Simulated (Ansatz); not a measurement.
## Stress against strain in TiO2

```xyz
6
Lattice="-1.8925 1.8925 4.7570 1.8925 -1.8925 4.7570 1.8925 1.8925 -4.7570" Properties=species:S:1:pos:R:3 pbc="T T T"
Ti    0.0000    0.0000    0.0000
Ti    0.0000    1.8925    2.3785
O     0.0000    0.0000    1.9656
O     0.0000    1.8925    4.3441
O     0.0000    1.8925    0.4129
O     0.0000    0.0000    7.5484
```

Atoms are numbered in the order listed.

The conventional cell has a = 3.785 Å, b = 3.785 Å, c = 9.514 Å, α = 90.00°, β = 90.00°, γ = 90.00°. Ti (atom 1) is surrounded by 6 O at 1.94 to 1.97 Å. Around O (atom 3) lie 3 Ti at 1.94 to 1.97 Å.

The cell comes from COD entry 9009086, which wasn't checked; take it as a given geometry.

These are results of DFT, PBE, all-electron LAPW, scalar-relativistic in Ansatz 0.2.0, not measurements.

Numerical set-up: a Γ-centred 13×13×13 k mesh, Fermi–Dirac smearing of 0.08 eV, basis error target 1 meV/atom, no spin polarisation.

The strain is applied along the Cartesian axes of the cell as listed (the other components stay zero). Fractional coordinates are held (clamped ions).

σ is the change of stress from the unstrained cell, which is at 5.95 GPa; tension is positive, so slopes are stress–strain coefficients at that pressure.

Only quantities that a quadratic follows smoothly over the whole series are listed; rougher ones are left out.

```tsv
εxx = εyy	σzz (GPa)	σxx (GPa)
-0.0300	-10.26	-18.32
-0.0100	-3.19	-5.41
0.0000	0.00	0.00
0.0100	2.99	4.80
0.0200	5.78	9.05
0.0300	8.39	12.79
```

Question: Fit the series and read off the stiffness at zero strain.

Answer: Least-squares fits y = p0 + p1 x + p2 x² to the rows give σzz (GPa): p1 = 311, p2 = -1000; σxx (GPa): p1 = 517, p2 = -3100. So C13 + C23 = 311 GPa and C11 + C12 = 517 GPa, for these axes.

Question: One run, at εxx = εyy = -0.0200, is withheld. Predict its row.

Answer: The fits give -6.63, -11.58; the run gave -6.61, -11.50.
